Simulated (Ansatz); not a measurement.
TaN, DFT, PBEsol, PAW with Ansatz's default frozen-core files, scalar-relativistic (Ansatz 0.2.0), run on 1 thread of Arm Neoverse N1 on a shared host.

The cell comes from COD entry 1523630, which wasn't checked; take it as a given geometry. The listed cell was then made from it by scaling, straining or moving an atom.

Command: `ansatz run input.yaml --threads 1 --pin off --max-ram 6144MiB --backend cpu --events-out ev --progress --plain --runs-dir out`

```yaml
crystal:
  lattice:
    - [3.0480019786, 0.0, 0.0]
    - [-1.5240009893, 2.6396471442, 0.0]
    - [0.0, 0.0, 4.81964]
  atoms:
    - { symbol: Ta, position: [0.0, 0.0, 0.0] }
    - { symbol: Ta, position: [0.0, 0.0, 0.5] }
    - { symbol: "N", position: [0.3333333333, 0.6666666667, 0.25] }
    - { symbol: "N", position: [0.6666666667, 0.3333333333, 0.75] }
kpoints:
  mp_grid: { grid: [9, 9, 5] }
scf:
  occupations: { method: fermi_dirac, width: 0.01 }
hamiltonian:
  xc: pbesol
  pseudopotentials: { kind: paw }
output:
  forces: true
  stress: true
  eigenvalues: true
  efg: { contact_densities: true }
  write_density: true
  write_potential: true
  elf: true
  volumetric_format: npy
```

How large is the problem that the program sets up?

36 irreducible k-points, 749 plane waves at Γ, 22 bands.

About how long does it take, and how much memory does it use?

6.6 s of wall time for 6 SCF iterations, with a peak of 0.38 GiB. Times on shared machines scatter by tens of per cent.

And the same cell and mesh by crystal-made all-electron datasets, asked for forces, stress, eigenvalues, efg, on the same hardware?

37 s, peak memory 0.73 GiB.
